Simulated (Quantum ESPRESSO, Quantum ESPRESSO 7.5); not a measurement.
# black arsenene, 1 layer: a series in biaxial strain

Wanted: a table for black arsenene, 1 layer against biaxial strain, and what can be fitted to it.

Main program and level: Quantum ESPRESSO 7.5; plane-wave DFT, PBE, GBRV ultrasoft pseudopotentials.

Most raw output is cut from this account.

## 1. Set-up

The cell holds 4 atoms: 4 As. Cell: a = 4.750 Å, b = 3.680 Å, c = 17.480 Å, α = 90.0°, β = 90.0°, γ = 90.0°. It derives from As. Vacuum lies along c.

Set-up: Cell and atoms are first relaxed; each strained cell is then held and the atoms relax in it. A periodic run with 15 Å of vacuum in the starting cell gives the vacuum levels, and bands follow along a path.

Members -2, -1, 0, 1 and 2 took the same steps and show in the table alone.

## 2. Relaxing cell and ions of the reference

What the set-up leaves free in this member is relaxed.

The input, ref.relax.in:

```
&control
  prefix = 'ref.relax'
  outdir = './out'
  pseudo_dir = './pseudo'
  nstep = 80
  forc_conv_thr = 0.0004
  calculation = 'vc-relax'
  etot_conv_thr = 1e-06
/
&system
  ibrav = 0
  nat = 4
  ntyp = 1
  ecutwfc = 50
  ecutrho = 250
  occupations = 'smearing'
  smearing = 'fd'
  degauss = 0.004
/
&electrons
  conv_thr = 1e-09
  mixing_beta = 0.4
  electron_maxstep = 120
  mixing_mode = 'plain'
/
&ions
/
&cell
  cell_dofree = '2Dxy'
  press_conv_thr = 0.3
/
ATOMIC_SPECIES
  As  74.9216  as_pbe_v1.uspp.F.UPF
CELL_PARAMETERS angstrom
  4.75000000000000 0.00000000000000 0.00000000000000
  0.00000000000000 3.68000000000000 0.00000000000000
  0.00000000000000 0.00000000000000 17.48000000000000
ATOMIC_POSITIONS crystal
  As  0.090000000000 0.000000000000 0.429061784897
  As  0.410000000000 0.500000000000 0.434782608696
  As  0.590000000000 0.500000000000 0.565217391304
  As  0.910000000000 0.000000000000 0.570938215103
K_POINTS automatic
  8 8 1 0 0 0
```

Launch:

```bash
> OMP_NUM_THREADS=1 mpirun -n 4 pw.x -nk 4 -in ref.relax.in > ref.relax.out
```

Elapsed: 16 min, on 4 MPI ranks of Intel Xeon Platinum 8259CL at 2.50GHz (Skylake/Cascade Lake), shared host; peak memory 1 GiB.

Relaxation path:

```csv
step,energy less that of the first step (eV),largest force (eV/Å),volume (Å³)
1,0.0000,1.8732,305.55
2,-0.2393,1.1282,307.74
3,-0.3632,0.3787,309.78
4,-0.3771,0.0807,310.47
5,-0.3775,0.0477,310.33
6,-0.3778,0.0144,310.09
7,-0.3781,0.0203,309.71
8,-0.3782,0.0329,309.34
9,-0.3783,0.0370,308.94
10,-0.3785,0.0276,308.32
11,-0.3786,0.0110,308.09
12,-0.3786,0.0026,308.08
13,-0.3786,0.0045,308.11
14,-0.3786,0.0095,308.11
15,-0.3786,0.0129,308.07
16,-0.3787,0.0155,308.00
17,-0.3787,0.0171,307.87
18,-0.3788,0.0172,307.67
19,-0.3788,0.0144,307.34
20,-0.3788,0.0099,307.00
21,-0.3788,0.0070,306.94
22,-0.3789,0.0070,306.94
```

```csv
cell as run,before,after,change
a (Å),4.750,4.756,+0.1 %
b (Å),3.680,3.692,+0.3 %
```

The atoms that moved most (Å, along periodic axes as changes of fractional coordinates times the final cell, across vacuum about the mean position):

```csv
atom,dx,dy,dz,length
As2,0.091,0.000,-0.061,0.110
As3,-0.091,0.000,0.061,0.110
As1,-0.090,0.000,0.039,0.098
As4,0.090,0.000,-0.039,0.098
```

The relaxed structure:

```xyz
4
Lattice="4.7559 0.0000 0.0000 0.0000 3.6921 0.0000 0.0000 0.0000 17.4800" Properties=species:S:1:pos:R:3
As    0.3376    0.0000    7.5390
As    2.0410    1.8461    7.5388
As    2.7149    1.8461    9.9412
As    4.4183    0.0000    9.9410
```

 The last row is no step: it is a fresh SCF in the final cell with a new plane-wave basis, -0 meV from the row before.

Read from the output:

| Property | Result |
| --- | --- |
| free energy | -2191.5518 eV |
| Fermi energy | -0.9328 eV |

## 3. Relaxing the ions, -4 %

The input, m0.relax.in:

```
&control
  prefix = 'm0.relax'
  outdir = './out'
  pseudo_dir = './pseudo'
  nstep = 40
  forc_conv_thr = 0.0003
  calculation = 'relax'
  tstress = .true.
/
&system
  ibrav = 0
  nat = 4
  ntyp = 1
  ecutwfc = 50
  ecutrho = 250
  occupations = 'smearing'
  smearing = 'fd'
  degauss = 0.002
/
&electrons
  conv_thr = 1e-09
  mixing_beta = 0.4
  electron_maxstep = 120
  mixing_mode = 'plain'
/
&ions
/
ATOMIC_SPECIES
  As  74.9216  as_pbe_v1.uspp.F.UPF
CELL_PARAMETERS angstrom
  4.56564540768000 0.00000000000000 0.00000000000000
  0.00000000000000 3.54444594528000 0.00000000000000
  0.00000000000000 0.00000000000000 17.48000000000000
ATOMIC_POSITIONS crystal
  As  0.070991644400 0.000000000000 0.431291233900
  As  0.429148027500 0.500000000000 0.431282665300
  As  0.570851972500 0.500000000000 0.568717334700
  As  0.929008355600 0.000000000000 0.568708766100
K_POINTS automatic
  8 8 1 0 0 0
```

Launch:

```bash
> OMP_NUM_THREADS=1 mpirun -n 4 pw.x -nk 4 -in m0.relax.in > m0.relax.out
```

The job ended after 4.9 min (4 MPI ranks; peak memory 0.92 GiB).

Step by step:

```csv
step,energy less that of the first step (eV),largest force (eV/Å)
1,0.0000,0.8340
2,-0.0453,0.4957
3,-0.0695,0.1582
4,-0.0724,0.0364
5,-0.0725,0.0257
6,-0.0726,0.0117
7,-0.0726,0.0027
```

The atoms that moved most (Å):

```csv
atom,dx,dy,dz,length
As4,0.043,0.000,0.014,0.046
As1,-0.043,0.000,-0.014,0.046
As3,-0.043,0.000,0.014,0.045
As2,0.043,0.000,-0.014,0.045
```

Final coordinates:

```xyz
4
Lattice="4.5656 0.0000 0.0000 0.0000 3.5444 0.0000 0.0000 0.0000 17.4800" Properties=species:S:1:pos:R:3
As    0.2808    0.0000    7.5249
As    2.0023    1.7722    7.5249
As    2.5633    1.7722    9.9551
As    4.2848    0.0000    9.9551
```

The relaxation lowers the energy by 18 meV an atom.

Numbers from this step:

```
free energy             : -2191.4284 eV
energy at zero smearing : -2191.4280 eV
Fermi energy            : -0.5803 eV
```

## 4. Ground state, -4 %

The self-consistent run of this member.

The input, m0.scf.in:

```
&control
  prefix = 'm0.scf'
  outdir = './out'
  pseudo_dir = './pseudo'
  calculation = 'scf'
  tprnfor = .true.
/
&system
  ibrav = 0
  nat = 4
  ntyp = 1
  ecutwfc = 40
  ecutrho = 200
  occupations = 'smearing'
  smearing = 'fd'
  degauss = 0.002
  nbnd = 14
/
&electrons
  conv_thr = 1e-09
  mixing_beta = 0.4
  electron_maxstep = 120
  mixing_mode = 'plain'
/
ATOMIC_SPECIES
  As  74.9216  as_pbe_v1.uspp.F.UPF
CELL_PARAMETERS angstrom
  4.56564540768000 0.00000000000000 0.00000000000000
  0.00000000000000 3.54444594528000 0.00000000000000
  0.00000000000000 0.00000000000000 17.48000000000000
ATOMIC_POSITIONS crystal
  As  0.061502909200 0.000000000000 0.430487720600
  As  0.438558490200 0.500000000000 0.430488967600
  As  0.561441509800 0.500000000000 0.569511032400
  As  0.938497090800 0.000000000000 0.569512279400
K_POINTS automatic
  8 8 1 0 0 0
```

Launch:

```bash
> OMP_NUM_THREADS=1 mpirun -n 4 pw.x -nk 4 -in m0.scf.in > m0.scf.out
```

The job ended after 39 s (4 MPI ranks; peak memory 0.63 GiB; 2.5 min of CPU time).

Numbers from this step:

```
free energy                          : -2191.4236 eV
energy at zero smearing              : -2191.4233 eV
Fermi energy                         : -0.58 eV
valence top, on the run's zero       : -0.6578 eV
conduction bottom, on the run's zero : -0.5225 eV
gap by band count                    : 0.1353 eV
```

## 5. Electrostatic potential, -4 %

plot_num = 11 writes the bare and Hartree potential, from which vacuum levels or, in a crystal, the mean potential are read.

The input, m0.pot.in:

```
&inputpp
  prefix = 'm0.scf'
  outdir = './out'
  filplot = 'm0.pot.dat'
  plot_num = 11
/
```

Launch:

```bash
> OMP_NUM_THREADS=1 mpirun -n 4 pp.x -in m0.pot.in > m0.pot.out
```

It took 2.3 s on 4 MPI ranks; peak memory 0.22 GiB; 5.7 s of CPU time.

This step gave:

```
slope of the potential above                                          : -2.48e-4 eV/Å
upper vacuum line continued to the top atoms, over the valence top    : 4.162 eV
slope of the potential below                                          : -3.43e-5 eV/Å
lower vacuum line continued to the bottom atoms, over the valence top : 4.160 eV
vacuum level at the upper face over the valence top of the mesh       : 4.160 eV
vacuum level at the lower face over the valence top of the mesh       : 4.160 eV
```

The potential energy, planar mean oscillates, so the rows of the table below give means over windows of 0.5 Å about each position, cut where the curve ends. Its maxima inside the range that stand out by 2 % of the span (Å: eV): 7.57: 34.1, 8.74: 0.737, 9.91: 34.1. Its minima: 6.88: -2.45, 8.27: -2.95, 9.21: -2.95, 10.60: -2.45.

Electrostatic potential energy of an electron; zero at the highest filled level of the SCF mesh. The potential energy, planar mean by z; means over each step:

z (Å), potential energy, planar mean (eV) and a bar from the least value:
```
      0.0        4.2 #####
      0.5        4.2 #####
      1.0        4.2 #####
      1.5        4.2 #####
      2.0        4.2 #####
      2.5        4.2 #####
      3.0        4.2 #####
      3.5        4.2 #####
      4.0        4.2 #####
      4.5        4.2 #####
      5.0        4.1 #####
      5.5        4.0 #####
      6.0        3.4 ####
      6.5        0.9 ##
      7.0        5.5 ######
      7.5       30.2 ##############################
      8.0        7.6 ########
      8.5       -0.6 
      9.0       -0.7 
      9.5        8.7 #########
     10.0       30.2 ##############################
     10.5        4.5 #####
     11.0        1.1 ##
     11.5        3.4 ####
     12.0        4.0 #####
     12.5        4.1 #####
     13.0        4.2 #####
     13.5        4.2 #####
     14.0        4.2 #####
     14.5        4.2 #####
     15.0        4.2 #####
     15.5        4.2 #####
     16.0        4.2 #####
     16.5        4.2 #####
     17.0        4.2 #####
```

## 6. Bands along a path, -4 %

Bands along a path place the edges.

m0.bands.in, as its differences from the input of step 4:

```diff
@@ -1,7 +1,6 @@
 &control
-  prefix = 'm0.scf'
+  prefix = 'm0.bands'
   outdir = './out'
   pseudo_dir = './pseudo'
-  calculation = 'scf'
-  tprnfor = .true.
+  calculation = 'bands'
 /
@@ -16,6 +15,6 @@
   degauss = 0.002
-  nbnd = 14
+  nbnd = 16
 /
 &electrons
-  conv_thr = 1e-09
+  conv_thr = 1e-07
   mixing_beta = 0.4
@@ -35,3 +34,8 @@
   As  0.938497090800 0.000000000000 0.569512279400
-K_POINTS automatic
-  8 8 1 0 0 0
+K_POINTS crystal_b
+5
+  0.0000000000 0.0000000000 0.0000000000 12
+  0.5000000000 0.0000000000 0.0000000000 12
+  0.5000000000 0.5000000000 0.0000000000 12
+  0.0000000000 0.5000000000 0.0000000000 12
+  0.0000000000 0.0000000000 0.0000000000 1
```

Launch:

```bash
> cp -r out/m0.scf.save out/m0.bands.save
> cp out/m0.scf.xml out/m0.bands.xml
> OMP_NUM_THREADS=1 mpirun -n 4 pw.x -nk 4 -in m0.bands.in > m0.bands.out
```

It took 49 s on 4 MPI ranks; peak memory 0.38 GiB.

This step gave:

| Quantity | Value |
| --- | --- |
| valence top, on the run's zero | -0.6577 eV |
| gap by band count | 0.1352 eV |

Band numbers count within the set of bands kept for display. Electronic bands along the path, in eV, zero at the highest filled level of the SCF mesh; v1 is the highest filled band, c1 the lowest empty one:

```csv
point,v4,v3,v2,v1,c1,c2,c3,c4
Γ,-2.76,-2.36,-1.19,-0.30,0.14,2.24,2.93,3.43
halfway,-2.45,-1.62,-1.20,-0.93,1.02,1.89,2.51,2.77
X,-1.69,-1.69,-0.67,-0.67,1.58,1.58,2.42,2.42
halfway,-3.04,-3.04,-1.67,-1.67,2.35,2.35,3.29,3.29
S,-4.45,-4.45,-1.87,-1.87,2.31,2.31,4.45,4.45
halfway,-3.65,-3.65,-1.90,-1.90,1.77,1.77,2.68,2.68
Y,-2.59,-2.59,-2.19,-2.19,0.75,0.75,1.18,1.18
halfway,-3.82,-2.50,-1.96,-0.82,0.77,0.99,2.66,2.93
Γ,-2.76,-2.36,-1.19,-0.30,0.14,2.24,2.93,3.43
```

An edge by band count lies at the Fermi level or within reach of the smearing, so that band is partly filled.

Along this path the valence top lies near X and the conduction bottom at Γ.

## 7. Relaxation with pw.x, -3 %

The input, m1.relax.in:

```
&control
  prefix = 'm1.relax'
  outdir = './out'
  pseudo_dir = './pseudo'
  nstep = 40
  forc_conv_thr = 0.0003
  calculation = 'relax'
  tstress = .true.
/
&system
  ibrav = 0
  nat = 4
  ntyp = 1
  ecutwfc = 50
  ecutrho = 250
  occupations = 'smearing'
  smearing = 'fd'
  degauss = 0.002
/
&electrons
  conv_thr = 1e-09
  mixing_beta = 0.4
  electron_maxstep = 120
  mixing_mode = 'plain'
/
&ions
/
ATOMIC_SPECIES
  As  74.9216  as_pbe_v1.uspp.F.UPF
CELL_PARAMETERS angstrom
  4.61320421401000 0.00000000000000 0.00000000000000
  0.00000000000000 3.58136725721000 0.00000000000000
  0.00000000000000 0.00000000000000 17.48000000000000
ATOMIC_POSITIONS crystal
  As  0.070991644400 0.000000000000 0.431291233900
  As  0.429148027500 0.500000000000 0.431282665300
  As  0.570851972500 0.500000000000 0.568717334700
  As  0.929008355600 0.000000000000 0.568708766100
K_POINTS automatic
  8 8 1 0 0 0
```

Launch:

```bash
> OMP_NUM_THREADS=1 mpirun -n 4 pw.x -nk 4 -in m1.relax.in > m1.relax.out
```

The job ended after 3.8 min (4 MPI ranks; peak memory 0.89 GiB; 15 min of CPU time).

The steps of the relaxation:

```csv
step,energy less that of the first step (eV),largest force (eV/Å)
1,0.0000,0.5984
2,-0.0237,0.3708
3,-0.0373,0.1388
4,-0.0396,0.0285
5,-0.0396,0.0201
6,-0.0397,0.0086
```

The atoms that moved most (Å):

```csv
atom,dx,dy,dz,length
As4,0.033,0.000,0.010,0.035
As1,-0.033,0.000,-0.010,0.035
As3,-0.033,0.000,0.010,0.034
As2,0.033,0.000,-0.010,0.034
```

The relaxation lowers the energy by 10 meV an atom.

Read from the output:

* free energy: -2191.4846 eV
* Fermi energy: -0.6697 eV

## 8. SCF with pw.x, -3 %

The input, m1.scf.in:

```
&control
  prefix = 'm1.scf'
  outdir = './out'
  pseudo_dir = './pseudo'
  calculation = 'scf'
  tprnfor = .true.
/
&system
  ibrav = 0
  nat = 4
  ntyp = 1
  ecutwfc = 40
  ecutrho = 200
  occupations = 'smearing'
  smearing = 'fd'
  degauss = 0.002
  nbnd = 14
/
&electrons
  conv_thr = 1e-09
  mixing_beta = 0.4
  electron_maxstep = 120
  mixing_mode = 'plain'
/
ATOMIC_SPECIES
  As  74.9216  as_pbe_v1.uspp.F.UPF
CELL_PARAMETERS angstrom
  4.61320421401000 0.00000000000000 0.00000000000000
  0.00000000000000 3.58136725721000 0.00000000000000
  0.00000000000000 0.00000000000000 17.48000000000000
ATOMIC_POSITIONS crystal
  As  0.063839230200 0.000000000000 0.430707351800
  As  0.436234083600 0.500000000000 0.430708505600
  As  0.563765916400 0.500000000000 0.569291494400
  As  0.936160769800 0.000000000000 0.569292648200
K_POINTS automatic
  8 8 1 0 0 0
```

Launch:

```bash
> OMP_NUM_THREADS=1 mpirun -n 4 pw.x -nk 4 -in m1.scf.in > m1.scf.out
```

Run time: 39 s. Hardware: 4 MPI ranks; peak memory 0.67 GiB; 2.5 min of CPU time.

This step gave:

| Quantity | Value |
| --- | --- |
| free energy | -2191.4800 eV |
| Fermi energy | -0.6694 eV |
| valence top, on the run's zero | -0.8362 eV |
| conduction bottom, on the run's zero | -0.5214 eV |
| gap by band count | 0.3148 eV |

## 9. Relaxation with pw.x, 3 %

The input, m7.relax.in:

```
&control
  prefix = 'm7.relax'
  outdir = './out'
  pseudo_dir = './pseudo'
  nstep = 40
  forc_conv_thr = 0.0003
  calculation = 'relax'
  tstress = .true.
/
&system
  ibrav = 0
  nat = 4
  ntyp = 1
  ecutwfc = 50
  ecutrho = 250
  occupations = 'smearing'
  smearing = 'fd'
  degauss = 0.002
/
&electrons
  conv_thr = 1e-09
  mixing_beta = 0.4
  electron_maxstep = 120
  mixing_mode = 'plain'
/
&ions
/
ATOMIC_SPECIES
  As  74.9216  as_pbe_v1.uspp.F.UPF
CELL_PARAMETERS angstrom
  4.89855705199000 0.00000000000000 0.00000000000000
  0.00000000000000 3.80289512879000 0.00000000000000
  0.00000000000000 0.00000000000000 17.48000000000000
ATOMIC_POSITIONS crystal
  As  0.070991644400 0.000000000000 0.431291233900
  As  0.429148027500 0.500000000000 0.431282665300
  As  0.570851972500 0.500000000000 0.568717334700
  As  0.929008355600 0.000000000000 0.568708766100
K_POINTS automatic
  8 8 1 0 0 0
```

Launch:

```bash
> OMP_NUM_THREADS=1 mpirun -n 4 pw.x -nk 4 -in m7.relax.in > m7.relax.out
```

The job ended after 5.7 min (4 MPI ranks; peak memory 1 GiB; 23 min of CPU time).

(Part 1 of 2 ends here.)

[Logs are printed without paths, hosts, clocks, repeated set-up lines and the standing remarks that a program may print on its own settings, such as how far it seeks lower states.]

[Hosts, paths, dates, database ids (printed as entryN), source tags and the programs' standing remarks are cut or masked in the printed files.]

[Maps of the electrostatic potential energy from Ansatz leave out the sawtooth potential of an applied field or a dipole correction, so their vacuum need not be flat; planar profiles and work functions include it.]
